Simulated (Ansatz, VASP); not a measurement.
## One calculation of H, two programs

INCAR

```
SYSTEM = H
  ALGO = Normal
  EDIFF = 1E-6
  ENCUT = 520
  GGA = PS
  ISIF = 2
  ISMEAR = 0
  LASPH = .TRUE.
  LCHARG = .TRUE.
  LELF = .TRUE.
  LREAL = .FALSE.
  LVHAR = .TRUE.
  LWAVE = .FALSE.
  NBANDS = 8
  NELM = 80
  PREC = Accurate
  SIGMA = 0.02
```

File KPOINTS:

```
k-points
0
G
  10 10 10
  0 0 0
```

File POSCAR:

```
H
1.0
   -1.6881514011      1.6881514011      1.9926028223
    1.6881514011     -1.6881514011      1.9926028223
    1.6881514011      1.6881514011     -1.9926028223
H
2
Direct
    0.8491376947      0.8491376947      0.0000000000
    0.1508623053      0.1508623053      0.0000000000
```

Input for Ansatz:

```yaml
crystal:
  lattice:
    - [-1.6881514011, 1.6881514011, 1.9926028223]
    - [1.6881514011, -1.6881514011, 1.9926028223]
    - [1.6881514011, 1.6881514011, -1.9926028223]
  atoms:
    - { symbol: H, position: [0.8491376947, 0.8491376947, 0.0] }
    - { symbol: H, position: [0.1508623053, 0.1508623053, 0.0] }
basis:
  ecutwfc: 420
kpoints:
  mp_grid: { grid: [10, 10, 10] }
hamiltonian:
  xc: pbesol
scf:
  occupations: { method: gaussian, width: 0.02 }
output:
  forces: true
  stress: true
  eigenvalues: true
```

Alike in both runs: task single point; functional PBEsol; k mesh 10 × 10 × 10; occupations gaussian, width 0.02 eV; no spin polarisation.

|  | VASP | Ansatz |
| --- | --- | --- |
| version | VASP 6.6.1 | Ansatz 0.2.0 |
| potentials or method | VASP PAW PBE potentials, release 64 (H) | scalar-relativistic, plane waves, PAW |
| plane-wave cutoff (eV) | 520 | 420 |
| valence electrons in the cell | 2 | 2 |

VASP gave:

- gap on the k mesh at the Fermi level (eV): 3.62
- least direct gap on the mesh (eV): 4.38
- pressure (GPa): -12.9
- largest component of the traceless stress (GPa): 24.21
- rms of the force components (eV/Å): 2.500

Question: Estimate Ansatz's values.

Answer: gap on the k mesh at the Fermi level (eV): 3.62; least direct gap on the mesh (eV): 4.38; pressure (GPa): -12.8; largest component of the traceless stress (GPa): 24.20; rms of the force components (eV/Å): 2.501.

Atom by atom the forces differ by 0.001 eV/Å (rms over components). With one functional, cell and mesh, what is left measures potentials, basis and numerics.

Caveats: the PAW data sets were made with another functional, which shifts forces and pressure a little (VASP). A k mesh can miss the band edges.
